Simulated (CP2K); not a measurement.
Nb:

```
Nb
1.0
     2.70682    0.00000    0.00000
    -0.73600    3.27528    0.00000
    -0.82961   -1.97253    1.99622
Nb
1
Direct
  0.00000 0.00000 0.00000
```

This isn't the form of Nb at room conditions, which is bcc.

Base run:

```yaml
Program: CP2K 2026.2
Functional: LDA
Potentials_or_basis: POTENTIAL_UZH Nb GTH-PBE-q13; TZVP-MOLOPT-PBE-GTH basis
Density_cutoff: 9184 eV
k_mesh: 12 × 11 × 13
Occupations: fermi-dirac, width 0.05 eV
Spin: no spin polarisation
```

Its results: band gap on the k mesh none (metal or under the smearing width); pressure 3.9 GPa.

Problem. After a change of settings the same cell gave: band gap on the k mesh none (metal or under the smearing width); pressure -28.5 GPa. Which change was it?
A. functional from LDA to HLE16
B. functional from LDA to optB88-vdW
C. functional from LDA to AM05
D. functional from LDA to HLE17

Solution. A.

Caveats: the potentials were made for another functional, which shifts forces and pressure; the basis of atomic orbitals isn't converged, which shifts pressures, moduli and gaps; the potentials were made for a functional far from this one (some runs).

Runs at the PBE level aren't shown here.
